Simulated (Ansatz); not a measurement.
## CdS: least direct gap against volume per atom

Band levels at named k points (names of the unstrained cell) at fixed atoms, from the valence top (v1 top filled band, c1 lowest empty), gap the least over mesh, points and any path between them, spin-unpolarised plane waves, DDH-PBE0 mixes 1/eps_inf of exact exchange. The results are calculated, by Ansatz 0.2.0.

Cell of the first row (space group F-43m, No. 216):
```
CELL_PARAMETERS angstrom
0.00000 2.85100 2.85100
2.85100 0.00000 2.85100
2.85100 2.85100 0.00000
ATOMIC_POSITIONS crystal
Cd 0.00000 0.00000 0.00000
S 0.25000 0.25000 0.25000
```

Settings of every row: periodic directions 3; functional r2SCAN; spin orbit yes; potentials PAW; wave cutoff 500 eV; k mesh 8x8x8; smearing width 0.02 eV.

Point:
| name | a (fraction of the reciprocal vector) | b (fraction of the reciprocal vector) | c (fraction of the reciprocal vector) |
| --- | --- | --- | --- |
| Gamma | 0 | 0 | 0 |
| X | -0.5 | -0.5 | 0 |
| U | -0.375 | -0.375 | 0.25 |
| K | -0.375 | 0 | 0.375 |
| L | 0 | 0 | 0.5 |
| W | -0.5 | -0.25 | 0.25 |

Limits: semilocal functionals tend to give too small a gap.

| row | volume per atom (Å³) | least direct gap (eV) | band gap (eV) |
| --- | --- | --- | --- |
| 1 | 23.174 | 1.734 | 1.734 |
| 2 | 23.899 | 1.666 | 1.666 |
| 3 | 24.638 | 1.598 | 1.598 |
| 4 | 25.392 | 1.528 | 1.528 |
| 5 | 26.161 | 1.458 | 1.458 |
| 6 | 26.946 | 1.387 | 1.387 |
| 7 | 27.746 | ? | ? |
| 8 | 28.562 | 1.245 | 1.245 |

Question: what least direct gap should row 7 give?

Worked fit of least direct gap. Take t = volume per atom − 26, in Å³. The shown rows have t = -2.826, -2.101, -1.362, -0.608, 0.161, 0.946, 2.562. Least squares give least direct gap = 1.4726 − 0.09066 × t + 0.00067 × t² eV; a straight line predicts inner rows, each left out in turn, worse (root mean square 0.0018 against 0.00048 eV). The rows lie off it by 0.000, 0.000, 0.001, 0.000, 0.000, 0.000, 0.000. The withheld row has t = 1.746, so the fit gives 1.4726 − 0.09066 × (1.746) + 0.00067 × (1.746)² = 1.316 eV.

The calculation gave 1.316 eV. The fit meets it to the printed digit.

The other values of row 7: band gap 1.316 eV.
